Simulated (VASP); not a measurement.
# V in VASP: single point with PBE

Aim: the single point of V with PBE.

Everything below comes from runs of VASP 6.6.1. Logs are shortened: lines on timing, memory, paths and dates and some standing lists are left out, and cuts for length are marked.

## (1) The cell of the first run

The cell holds a slab with vacuum, 4 atoms: a = 2.997 Å, b = 2.997 Å, c = 18.496 Å, α = 90.00°, β = 90.00°, γ = 90.00°.

The slab is cut from a database's or a generator's crystal, which needn't be the stable form of the element.

## (2) Single point, PBE (clean slab, lower half held)

INCAR

```
SYSTEM = V
PREC = Accurate
ENCUT = 520
EDIFF = 1E-6
ISMEAR = 0
SIGMA = 0.1
LREAL = .False.
LASPH = .True.
NELM = 100
ALGO = Normal
ISIF = 2
LWAVE = .False.
LCHARG = .True.
LDIPOL = .True.
IDIPOL = 3
DIPOL = 0.5 0.5 0.497
GGA = PE
LELF = .True.
LVHAR = .True.
LVACPOTAV = .True.
NBANDS = 34
```

KPOINTS

```
regular mesh
0
Gamma
  10 10 1
  0 0 0
```

POSCAR

```
V
1.0
    2.9971751491      0.0000000000      0.0000000000
    0.0000000000      2.9971751491      0.0000000000
    0.0000000000      0.0000000000     18.4957627236
V
4
Direct
    0.5000000000      0.5000000000      0.3784650628
    0.0000000000      0.0000000000      0.4594883543
    0.5000000000      0.5000000000      0.5390399259
    0.0000000000      0.0000000000      0.6127555868
```

Potentials or basis: VASP PAW PBE potentials, release 64 (V_sv).

Launch:

```
$ cat potpaw_PBE.64/V_sv/POTCAR > POTCAR
$ mpirun -np 1 vasp_std > vasp.out
```

OUTCAR:

```text
SYSTEM = V
   PREC = Accurate
   ENCUT = 520
   EDIFF = 1E-6
   ISMEAR = 0
   LREAL = .False.
   LASPH = .True.
   NELM = 100
   ISIF = 2
   GGA = PE

 ion  position               nearest neighbor table
   1  0.500  0.500  0.378-   2 2.60   2 2.60   2 2.60   2 2.60
   2  0.000  0.000  0.459-   3 2.58   3 2.58   3 2.58   3 2.58   1 2.60   1 2.60   1 2.60   1 2.60
                             4 2.83
   3  0.500  0.500  0.539-   4 2.52   4 2.52   4 2.52   4 2.52   2 2.58   2 2.58   2 2.58   2 2.58

   4  0.000  0.000  0.613-   3 2.52   3 2.52   3 2.52   3 2.52   2 2.83

  LATTYP: Found a simple tetragonal cell.
 ALAT       =     2.9971751491
 C/A-ratio  =     6.1710650207

  Lattice vectors:

 A1 = (   2.9971751491,   0.0000000000,   0.0000000000)
 A2 = (   0.0000000000,   2.9971751491,   0.0000000000)
 A3 = (   0.0000000000,   0.0000000000,  18.4957627236)

Analysis of symmetry for initial positions (statically):
=====================================================================
 Subroutine PRICEL returns:
 Original cell was already a primitive cell.

 Routine SETGRP: Setting up the symmetry group for a
 simple tetragonal supercell.

 Subroutine GETGRP returns: Found  8 space group operations
 (whereof  8 operations were pure point group operations)
 out of a pool of 16 trial point group operations.

The static configuration has the point symmetry C_4v.

Analysis of symmetry for dynamics (positions and initial velocities):
=====================================================================
 Subroutine PRICEL returns:
 Original cell was already a primitive cell.

 Routine SETGRP: Setting up the symmetry group for a
 simple tetragonal supercell.

 Subroutine GETGRP returns: Found  8 space group operations
 (whereof  8 operations were pure point group operations)
 out of a pool of 16 trial point group operations.

The dynamic configuration has the point symmetry C_4v.

 Subroutine INISYM returns: Found  8 space group operations
 (whereof  8 operations are pure point group operations),
 and found     1 'primitive' translations

----------------------------------------------------------------------------------------

                                     Primitive cell

  volume of cell :     166.1485

  direct lattice vectors                    reciprocal lattice vectors
[... 91 lines left out ...]
   IBRION =     -1    ionic relax: 0-MD 1-quasi-New 2-CG
   NFREE  =      0    steps in history (QN), initial steepest desc. (CG)
   ISIF   =      2    stress and relaxation
   ISYM   =      2    0-nonsym 1-usesym 2-fastsym
   POTIM  = 0.5000    time-step for ionic-motion
   TEBEG  =    0.0;   TEEND  =   0.0 temperature during run
   PSTRESS=    0.0 pullay stress
   NELECT =      52.0000    total number of electrons
   NUPDOWN=      -1.0000    fix difference up-down
   EMIN   =  10.00;   EMAX   =-10.00  energy-range for DOS
   EFERMI =   0.00;   METHOD = LEGACY
   ISMEAR =     0;   SIGMA  =   0.10  broadening in eV -4-tet -1-fermi 0-gaus
   EFERMI_NEDOS =   21; number of points for ismear=-14 and -15
   IALGO  =     38    algorithm
   IMIX   =      4    mixing-type and parameters
     AMIX     =   0.40;   BMIX     =  1.00
     AMIX_MAG =   1.60;   BMIX_MAG =  1.00
  volume/ion in A,a.u.               =      41.54       280.31
  Fermi-wavevector in a.u.,A,eV,Ry     =   1.111503  2.100435 16.809152  1.235438
  Thomas-Fermi vector in A             =   2.248066
   LORBIT       =      0    0 simple, 1 ext, 2 COOP (PROOUT), +10 PAW based schemes
   GGA     = PE    functional components
   LHFCALC =     F    Hartree Fock is set to
   AEXX    =    0.0000 exact exchange contribution
   IVDW    =     0    specifies the selected vdW correction
   LEPSILON=     F    determine dielectric tensor
   LRPA    =     F    only Hartree local field effects (RPA)
 non-spin polarized calculation
 Gauss-broadening in eV      SIGMA  =   0.10
  energy-cutoff  :      520.00
  volume of cell :      166.15
 maximum number of plane-waves:      4509
 NGX is ok and might be reduce to    24
   NGX = 11   NGY = 11   NGZ = 69

 dipolmoment           0.000000      0.000000      0.000122 electrons x Angstroem

 number of electron      51.9999989 magnetization

 dipolmoment           0.000000      0.000000     -0.006478 electrons x Angstroem

 Free energy of the ion-electron system (eV)
  ---------------------------------------------------
  ext. energy  EPLUGINS =         0.00000000
  ---------------------------------------------------
  free energy    TOTEN  =       -33.00700372 eV

  energy without entropy =      -32.96921467  energy(sigma->0) =      -32.98810919

 E-fermi :   0.8585     XC(G=0):  -5.4427

 val. band max:        0.8542053600   @ k =   0.5000   0.1000   0.0000
 cond. band min:       0.8586369969   @ k =   0.4000   0.0000   0.0000
 fundamental gap:      0.0044316369
 Fermi energy:         0.8585302094

 k-point     1 :       0.0000    0.0000    0.0000
  band No.  band energies     occupation
      1     -63.4679      2.00000
      2     -63.3968      2.00000
      3     -63.0470      2.00000
      4     -62.8172      2.00000
      5     -37.3748      2.00000
      6     -37.3238      2.00000
[... 766 lines left out ...]
     33       3.1771      0.00000
     34       3.1997      0.00000

------------------------ aborting loop because EDIFF is reached ----------------------------------------

  FORCE on cell =-STRESS in cart. coord.  units (eV):
  Direction    XX          YY          ZZ          XY          YZ          ZX
  --------------------------------------------------------------------------------------
  -------------------------------------------------------------------------------------
  Total       -3.6141634     -3.6141634     -0.7985114      0.0000000     -0.0000000      0.0000000
  in kB      -34.8515317    -34.8515317     -7.7000799      0.0000000     -0.0000000      0.0000000
  external PRESSURE =     -25.8010478 kB  Pullay stress =       0.0000000 kB

 VOLUME and BASIS-vectors are now :
 -----------------------------------------------------------------------------
  energy-cutoff  :      520.00
  volume of cell :      166.15
      direct lattice vectors                 reciprocal lattice vectors
     2.997175149  0.000000000  0.000000000     0.333647501  0.000000000  0.000000000
     0.000000000  2.997175149  0.000000000     0.000000000  0.333647501  0.000000000
     0.000000000  0.000000000 18.495762724     0.000000000  0.000000000  0.054066438

 POSITION                                       TOTAL-FORCE (eV/Angst)
 -----------------------------------------------------------------------------------
      1.49859      1.49859      7.00000         0.000000      0.000000      0.554932
      0.00000      0.00000      8.49859         0.000000     -0.000000     -0.568651
      1.49859      1.49859      9.96995         0.000000     -0.000000     -0.009822
      0.00000      0.00000     11.33338         0.000000     -0.000000      0.023540
 -----------------------------------------------------------------------------------
    total drift:                                0.000000      0.000000     -0.000392

  FREE ENERGIE OF THE ION-ELECTRON SYSTEM (eV)
  ---------------------------------------------------
  free  energy   TOTEN  =       -33.0070037175 eV

  energy  without entropy=      -32.9692146711  energy(sigma->0) =      -32.98810919

 vacuum level on the upper side and lower side of the slab         4.620         4.750
```

stdout:

```text
POSCAR found type information on POSCAR V
 POSCAR found :  1 types and       4 ions
 scaLAPACK will be used
 LDA part: xc-table for (Slater+PW92), standard interpolation
 POSCAR, INCAR and KPOINTS ok, starting setup
 FFT: planning ... GRIDC
 FFT: planning ... GRID_SOFT
 FFT: planning ... GRID
 WAVECAR not read
 entering main loop
 -----------------------------------------------------------------------------
|                                                                             |
|           W    W    AA    RRRRR   N    N  II  N    N   GGGG   !!!           |
|           W    W   A  A   R    R  NN   N  II  NN   N  G    G  !!!           |
|           W    W  A    A  R    R  N N  N  II  N N  N  G       !!!           |
|           W WW W  AAAAAA  RRRRR   N  N N  II  N  N N  G  GGG   !            |
|           WW  WW  A    A  R   R   N   NN  II  N   NN  G    G                |
|           W    W  A    A  R    R  N    N  II  N    N   GGGG   !!!           |
|                                                                             |
|     Did not find any points to average over, which means that no vacuum     |
|     field-free region was found. Please increase the size of  your cell     |
|     in the dimension of the dipole correction to obtain accurate            |
|     workfunction values.                                                    |
|                                                                             |
 -----------------------------------------------------------------------------
```

Wall time 2.3 min (1 thread of Intel Xeon 6975P-C (Granite Rapids), shared host); peak memory 0.29 GiB.

Results:

| Item | Value |
| --- | --- |
| Free energy | -33.0070 eV |
| Largest force | 0.569 eV/Å |
| Band gap on the k mesh | none (metal or under the smearing width) |
| Work function of the upper face | 3.76 eV |
| Work function of the lower face | 3.89 eV |

Forces on the atoms (eV/Å):
```
V    0.000  0.000  0.555
V    0.000  0.000 -0.569
V    0.000  0.000 -0.010
V    0.000  0.000  0.024
```
